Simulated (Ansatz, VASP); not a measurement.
## Au in VASP and in Ansatz

Contents of POSCAR:

```
Au
1.0
    0.0000000000      2.0761930700      2.0761930700
    2.0761930700      0.0000000000      2.0761930700
    2.0761930700      2.0761930700      0.0000000000
Au
1
Direct
    0.0000000000      0.0000000000      0.0000000000
```

The input INCAR.step1:

```
PREC     = Accurate       # precision mode
ENCUT    = 600            # plane-wave cutoff, eV
ISMEAR   = -1             # smearing method
SIGMA    = 0.0994         # smearing width, eV
LREAL    = False          # projectors in reciprocal space
LASPH    = True           # aspherical terms in the spheres
NELM     = 100            # most SCF steps
GGA      = PE             # functional
ALGO     = Normal         # electronic algorithm
EDIFF    = 1E-4           # SCF threshold, eV
LWAVE    = True           # write WAVECAR
LCHARG   = False          # write CHGCAR
```

The input INCAR.step2:

```
PREC     = Accurate       # precision mode
ENCUT    = 600            # plane-wave cutoff, eV
EDIFF    = 1E-6           # SCF threshold, eV
ISMEAR   = -1             # smearing method
SIGMA    = 0.0994         # smearing width, eV
LREAL    = False          # projectors in reciprocal space
LASPH    = True           # aspherical terms in the spheres
NELM     = 100            # most SCF steps
ALGO     = Normal         # electronic algorithm
ISIF     = 3              # what is computed and relaxed
LWAVE    = False          # write WAVECAR
LCHARG   = False          # write CHGCAR
METAGGA  = R2SCAN         # meta-GGA
LMIXTAU  = True         
IBRION   = 2              # ionic algorithm
NSW      = 100            # ionic steps
EDIFFG   = -0.01          # ionic threshold
ISTART   = 1
```

Contents of KPOINTS:

```
regular mesh
0
Gamma
  14 14 14
```

Input for Ansatz:

```yaml
crystal:
  lattice:
    - [0.0, 2.07619307, 2.07619307]
    - [2.07619307, 0.0, 2.07619307]
    - [2.07619307, 2.07619307, 0.0]
  atoms:
    - { symbol: Au, position: [0.0, 0.0, 0.0] }
  symmetry: { tolerance: 0.0003 }
kpoints:
  mp_grid: { grid: [14, 14, 14], shift: [0, 0, 0] }
magnetization:
  spin_polarized: false
scf:
  occupations: { method: fermi_dirac, width: 0.0994 }
  lower_state_search: "off"
hamiltonian:
  pseudopotentials: { kind: paw }
  xc: r2scan
basis:
  ecutwfc: 500
  fft_grid_basis: typed
relax:
  max_steps: 80
  cell: { p_target: 0.0 }
output:
  forces: true
  stress: true
  eigenvalues: true
  bader: true
  populations: true
  elf: true
  write_potential: true
  volumetric_format: npy
  dos:
    e_range: [-12, 8]
    de: 0.05
    projected: { site_lists: { Au: [Au] } }
  write_density: true
checkpoint:
  read: saved_state
```

Alike in both runs: task relaxation of cell and atoms; functional r2SCAN; k mesh 14 × 14 × 14; occupations fermi-dirac, width 0.0994 eV; no spin polarisation.

|  | VASP | Ansatz |
| --- | --- | --- |
| version | VASP 6.6.1 | Ansatz 0.2.0 |
| potentials or method | VASP PAW PBE potentials, release 64 (Au) | PAW plane waves |
| plane-wave cutoff (eV) | 600 | 500 |
| valence electrons in the cell | 11 | 19 |

```tsv
	VASP	Ansatz	Ansatz less VASP
relaxed volume (Å³/atom)	17.58	17.54	-0.039
relaxed cell length with the largest relative difference (Å)	2.919	2.916	-0.0022
energy change over the relaxation (meV/atom)	-3	-3	-0.7
```

The two sets of potentials don't hold the same shells in valence.

Caveats: the PAW data sets were made with another functional, which shifts forces and pressure a little (VASP). Spin-orbit coupling is left out, which matters for the levels of Au.
